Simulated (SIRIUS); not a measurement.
Runs of SIRIUS 7.12.0 on Ag. The structure is cubic, space group Fm-3m (No. 225). The conventional cell has a = 4.085 Å, b = 4.085 Å, c = 4.085 Å, α = 90.00°, β = 90.00°, γ = 90.00°. Around Ag (site symmetry m-3m) lie 12 Ag at 2.89 Å. 

| task | level | potentials or basis | cell | smearing | valence relativity | reference energy of the basis | coordinate units | start of the SCF | V0 of scaled cells (Å³/atom) | B0 (GPa) |
| --- | --- | --- | --- | --- | --- | --- | --- | --- | --- | --- |
| equation of state | WC | all-electron FP-LAPW (ZORA valence), apw+lo standard | as given | gaussian 0.05 eV | zora | - | lattice | - | 16.73 | 121 |
| equation of state | PBEsol | all-electron FP-LAPW, apw+lo standard | as given | fermi-dirac 0.05 eV | iora | - | - | - | 16.58 | (b) |
| equation of state | AM05 | all-electron FP-LAPW, apw+lo standard | as given | fermi-dirac 0.05 eV | iora | - | - | - | 16.58 | (a) |
| equation of state | WC | all-electron FP-LAPW, apw+lo standard | as given | fermi-dirac 0.05 eV | iora | - | - | - | 16.67 | 122 |

Alike in all rows: no spin polarisation; k mesh 11 × 11 × 11; cutoff (eV) 163.

Problem. Fill in the values left out.

Solution. (a) 119; (b) 123.

Caveats: the basis cutoff falls short for Ag, Pd and Pb here, so volumes come out up to a per cent or two small and moduli rough.
